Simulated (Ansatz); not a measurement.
# CuO: how the free axis answers a strain

CuO, Cccm, a = 4.164 Å, b = 4.176 Å, c = 5.151 Å. This isn't the usual stable structure of the compound. Ansatz: PBE, PAW, 420 eV, Γ-centred 8×8×8 mesh on 8 atoms, Gaussian smearing 0.10 eV; no spin polarisation. Series: biaxial strain in the a-b plane, c and atoms relaxed; x is the strain in per cent. y is the change of c in per cent of 5.151 Å.

| x (%) | y (%) |
| --- | --- |
| -6.0 | ? |
| -4.0 | 3.08 |
| -2.0 | 1.50 |
| 0.0 | 0.00 |
| 2.0 | -1.39 |
| 4.0 | -2.68 |
| 6.0 | -3.85 |

Problem. Fit y = c1 x + c2 x² to the other rows, say what c1 measures, and predict the missing y.

Solution. Least squares on the rows shown. y = −0.7198 x + 0.01289 x². With no stress along c, c1 = −(C13 + C23)/C33 = -0.720. At x = -6.0 the fit asked for gives 4.78 %. The run gave 4.74 %, so the fit is 0.04 % too high, 0.47 % of the span of the series, against an rms of 0.006 % on the fitted rows. The row lies outside the fitted range. With a term in x³ added, a fit to the same known rows predicts 4.75 %, so most of the miss is curvature that the known rows already hold.

Spin polarisation was left out, and a magnetic state may lie lower.